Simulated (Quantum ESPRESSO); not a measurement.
# Cu (P-1) in Quantum ESPRESSO: reference runs

Aim: a first look at Cu with PBE, on the cell as given.

Program: Quantum ESPRESSO 7.5. These are calculated values, not measurements. Logs are shortened: lines on timing, memory, paths and dates and some standing lists are left out, and cuts for length are marked.

### 1 Starting point

The typed cell holds 2 atoms: a = 2.421 Å, b = 2.494 Å, c = 3.839 Å, α = 93.58°, β = 85.40°, γ = 110.70°.

This isn't the form of Cu at room conditions, which is fcc.

### 2 Single point, PBE

pw.in reads:

```
&CONTROL
  calculation = 'scf'
  prefix = 'pwscf'
  outdir = './tmp'
  pseudo_dir = './pseudo'
  tprnfor = .true.
  tstress = .true.
  disk_io = 'low'
/
&SYSTEM
  ibrav = 0
  nat = 2
  ntyp = 1
  ecutwfc = 55
  ecutrho = 440
  nbnd = 18
  occupations = 'smearing'
  smearing = 'fd'
  degauss = 0.00367493
/
&ELECTRONS
  conv_thr = 4d-10
  electron_maxstep = 120
  mixing_beta = 0.5
/
ATOMIC_SPECIES
Cu    63.5460 Cu.paw.z_11.ld1.psl.v1.0.0-low.upf
CELL_PARAMETERS angstrom
  -1.3451805500    1.4798272100    1.3648201900
   1.3899925300   -1.4970715800    1.4298850100
   2.5907885700    2.8325142700    0.0289040800
ATOMIC_POSITIONS crystal
Cu     0.0090066600    0.9882266300    0.0010877200
Cu     0.4909933400    0.5117733700    0.4989122800
K_POINTS automatic
12 11 7 0 0 0
```

pp_density.in reads:

```
&INPUTPP
  prefix = 'pwscf'
  outdir = './tmp'
  filplot = 'density.dat'
  plot_num = 0
/
&PLOT
  nfile = 1
  filepp(1) = 'density.dat'
  iflag = 3
  output_format = 6
  fileout = 'density.cube'
/
```

pp_potential.in reads:

```
&INPUTPP
  prefix = 'pwscf'
  outdir = './tmp'
  filplot = 'potential.dat'
  plot_num = 11
/
&PLOT
  nfile = 1
  filepp(1) = 'potential.dat'
  iflag = 3
  output_format = 6
  fileout = 'potential.cube'
/
```

Potentials or basis: SSSP 1.3 efficiency PBE.

Run with:

```console
$ OMP_NUM_THREADS=1 pw.x -in pw.in > pw.out
$ OMP_NUM_THREADS=1 pp.x -in pp_density.in > pp_density.out
$ OMP_NUM_THREADS=1 pp.x -in pp_potential.in > pp_potential.out
```

pw.out:

```text
This program is part of the open-source Quantum ESPRESSO suite
     for quantum simulation of materials; please cite
         "P. Giannozzi et al., J. Phys.:Condens. Matter 21 395502 (2009);
         "P. Giannozzi et al., J. Phys.:Condens. Matter 29 465901 (2017);
         "P. Giannozzi et al., J. Chem. Phys. 152 154105 (2020);
     in publications or presentations arising from this work. More details at

     file Cu.paw.z_11.ld1.psl.v1.0.0-low.upf: wavefunction(s)  4S 3D renormalized
     Message from routine setup:
     using ibrav=0 with symmetry is DISCOURAGED, use correct ibrav instead

     G-vector sticks info
     --------------------
     sticks:   dense  smooth     PW     G-vecs:    dense   smooth      PW
     Sum         707     353    119                22715     8013    1523

     Using Slab Decomposition

     bravais-lattice index     =            0
     lattice parameter (alat)  =       4.5754  a.u.
     unit-cell volume          =     145.7380 (a.u.)^3
     number of atoms/cell      =            2
     number of atomic types    =            1
     number of electrons       =        22.00
     number of Kohn-Sham states=           18
     kinetic-energy cutoff     =      55.0000  Ry
     charge density cutoff     =     440.0000  Ry
     scf convergence threshold =      4.0E-10
     mixing beta               =       0.5000
     number of iterations used =            8  plain     mixing
     Exchange-correlation= SLA  PW   PBX  PBC
                           (   1   4   3   4   0   0   0)

     celldm(1)=   4.575375  celldm(2)=   0.000000  celldm(3)=   0.000000
     celldm(4)=   0.000000  celldm(5)=   0.000000  celldm(6)=   0.000000

     crystal axes: (cart. coord. in units of alat)
               a(1) = (  -0.555588   0.611200   0.563699 )
               a(2) = (   0.574096  -0.618322   0.590573 )
               a(3) = (   1.070050   1.169888   0.011938 )

     reciprocal axes: (cart. coord. in units 2 pi/alat)
               b(1) = ( -0.458923  0.410817  0.876240 )
               b(2) = (  0.428615 -0.400782  0.857001 )
               b(3) = (  0.466297  0.428328 -0.004834 )

     PseudoPot. # 1 for Cu read from file:
     Cu.paw.z_11.ld1.psl.v1.0.0-low.upf
     Pseudo is Projector augmented-wave + core cor, Zval = 11.0
     Generated using &quot;atomic&quot; code by A. Dal Corso  v.6.3MaX
     Shape of augmentation charge: PSQ
     Using radial grid of 1199 points,  6 beta functions with:
                l(1) =   0
                l(2) =   0
                l(3) =   1
                l(4) =   1
                l(5) =   2
                l(6) =   2
     Q(r) pseudized with 0 coefficients

     atomic species   valence    mass     pseudopotential
     Cu               11.00    63.54600     Cu( 1.00)

      2 Sym. Ops., with inversion, found ( 1 have fractional translation)

   Cartesian axes

     site n.     atom                  positions (alat units)
         1        Cu     tau(   1) = (   0.5634970  -0.6042649   0.5887096  )
         2        Cu     tau(   2) = (   0.5548783   0.5673257   0.5849680  )

     number of k points=   463  Fermi-Dirac smearing, width (Ry)=  0.0037

     Number of k-points >= 100: set verbosity='high' to print them.

     Dense  grid:    22715 G-vectors     FFT dimensions: (  32,  32,  50)

     Smooth grid:     8013 G-vectors     FFT dimensions: (  24,  24,  36)

     Initial potential from superposition of free atoms

     starting charge      21.9995, renormalised to      22.0000
     Starting wfcs are   18 randomized atomic wfcs

     Self-consistent Calculation

     iteration #  1     ecut=    55.00 Ry     beta= 0.50
     Davidson diagonalization with overlap
     ethr =  1.00E-02,  avg # of iterations =  5.3

     Threshold (ethr) on eigenvalues was too large:
     Diagonalizing with lowered threshold

     Davidson diagonalization with overlap
     ethr =  6.37E-04,  avg # of iterations =  1.2

     total energy              =    -426.11250503 Ry
     estimated scf accuracy    <       0.14233009 Ry

     iteration #  2     ecut=    55.00 Ry     beta= 0.50
     Davidson diagonalization with overlap
     ethr =  6.47E-04,  avg # of iterations =  2.2

     total energy              =    -426.15071226 Ry
     estimated scf accuracy    <       0.15585113 Ry

     iteration #  3     ecut=    55.00 Ry     beta= 0.50
     Davidson diagonalization with overlap
     ethr =  6.47E-04,  avg # of iterations =  1.2

     total energy              =    -426.17570515 Ry
     estimated scf accuracy    <       0.00037055 Ry

     iteration #  4     ecut=    55.00 Ry     beta= 0.50
     Davidson diagonalization with overlap
     ethr =  1.68E-06,  avg # of iterations =  5.3

     total energy              =    -426.17583286 Ry
     estimated scf accuracy    <       0.00010470 Ry

     iteration #  5     ecut=    55.00 Ry     beta= 0.50
     Davidson diagonalization with overlap
     ethr =  4.76E-07,  avg # of iterations =  1.0

     total energy              =    -426.17584350 Ry
     estimated scf accuracy    <       0.00000089 Ry

     iteration #  6     ecut=    55.00 Ry     beta= 0.50
     Davidson diagonalization with overlap
     ethr =  4.06E-09,  avg # of iterations =  3.3

     total energy              =    -426.17584394 Ry
     estimated scf accuracy    <       0.00000052 Ry

     iteration #  7     ecut=    55.00 Ry     beta= 0.50
     Davidson diagonalization with overlap
     ethr =  2.35E-09,  avg # of iterations =  1.1

     total energy              =    -426.17584398 Ry
     estimated scf accuracy    <       0.00000002 Ry

     iteration #  8     ecut=    55.00 Ry     beta= 0.50
     Davidson diagonalization with overlap
     ethr =  1.07E-10,  avg # of iterations =  2.5

     total energy              =    -426.17584399 Ry
     estimated scf accuracy    <          6.9E-10 Ry

     iteration #  9     ecut=    55.00 Ry     beta= 0.50
     Davidson diagonalization with overlap
     ethr =  3.12E-12,  avg # of iterations =  3.0

     End of self-consistent calculation

     Number of k-points >= 100: set verbosity='high' to print the bands.

     the Fermi energy is    14.3619 ev

!    total energy              =    -426.17584399 Ry
     total all-electron energy =     -6619.935376 Ry
     estimated scf accuracy    <          5.5E-12 Ry
     smearing contrib. (-TS)   =      -0.00038567 Ry
     internal energy E=F+TS    =    -426.17545832 Ry

     The total energy is F=E-TS. E is the sum of the following terms:
     one-electron contribution =     -48.45755453 Ry
     hartree contribution      =      58.61654836 Ry
     xc contribution           =     -89.35869951 Ry
     ewald contribution        =    -167.26551898 Ry
     one-center paw contrib.   =    -179.71023366 Ry

     convergence has been achieved in   9 iterations

     Forces acting on atoms (cartesian axes, Ry/au):

     atom    1 type  1   force =    -0.00324851   -0.00371338    0.00285003
     atom    2 type  1   force =     0.00324851    0.00371338   -0.00285003

     Total force =     0.008058     Total SCF correction =     0.000004

     Computing stress (Cartesian axis) and pressure

          total   stress  (Ry/bohr**3)                   (kbar)     P=      195.71
   0.00135380   0.00048208  -0.00025970          199.15       70.92      -38.20
   0.00048208   0.00138191   0.00008459           70.92      203.29       12.44
  -0.00025970   0.00008459   0.00125546          -38.20       12.44      184.68

=------------------------------------------------------------------------------=
   JOB DONE.
=------------------------------------------------------------------------------=
```

Wall time 94 s (1 thread of Intel Xeon Platinum 8488C (Sapphire Rapids), shared host); peak memory 0.24 GiB.

Results:

* Free energy: -5798.4177 eV
* Pressure: 19.6 GPa
* Largest force: 0.146 eV/Å
* Band gap on the k mesh: none (metal or under the smearing width)

Forces in eV/Å, atoms in the order of the input:
```
Cu  -0.084 -0.095  0.073
Cu   0.084  0.095 -0.073
```

Stress tensor (GPa, compression positive):
```
19.92  7.09 -3.82
 7.09 20.33  1.24
-3.82  1.24 18.47
```

Levels at points of the mesh, in eV from the Fermi level:
```csv
k point,band 9,band 10,band 11,band 12,band 13,band 14
"(0.00, 0.00, 0.00)",-2.13,-2.08,-1.37,-0.42,5.48,17.05
"(-0.50, 0.00, 0.00)",-2.13,-2.09,0.32,0.46,8.90,9.32
```

Caveat: so large a pressure means that the cell lies far from this level's equilibrium, or that cutoff or potentials fall short.
